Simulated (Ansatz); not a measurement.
# AlNi2: how the energy converges with the cutoff

AlNi2, P1, a = 3.884 Å, b = 3.904 Å, c = 4.801 Å, α, β, γ = 91.4°, 88.8°, 119.7°. Ansatz: PBEsol, PAW, cutoff varied, Γ-centred 8×8×6 mesh on 6 atoms, Gaussian smearing 0.10 eV; no spin polarisation. Single points at one geometry with displaced atoms, the cutoff alone changed; ΔE is the energy at zero smearing over the run at 600 eV. The runs up to 350 eV lie under the cutoff recommended for these PAW datasets.

| cutoff (eV) | ΔE (meV/atom) |
| --- | --- |
| 200 | 10187.18 |
| 250 | 1684.09 |
| 300 | 221.78 |
| 350 | ? |
| 420 | 1.32 |

Assume ΔE falls exponentially with the cutoff, fit y = ln ΔE against x, the cutoff in eV, to the other rows, and predict the missing value.

y = 9.229, 7.429, 5.402, 0.278. Means x = 292.5, y = 5.5845; Σ(Δx)² = 26675, ΣΔxΔy = -1093; the slope is their ratio. y = 17.57 − 0.04099 x, a factor of ten per 56 eV. At 350 eV this gives ΔE = 25.12 meV/atom. The run gave 17.53, a ratio of 1.43. Between neighbouring rows the decay runs from a factor of ten per 45 eV to one per 64 eV, so one exponential is only a rough guide.

7 further runs of this set didn't finish or converge.

Cost: 6 runs of about 8 core-minutes in all, on Arm Neoverse N1 (shared hosts).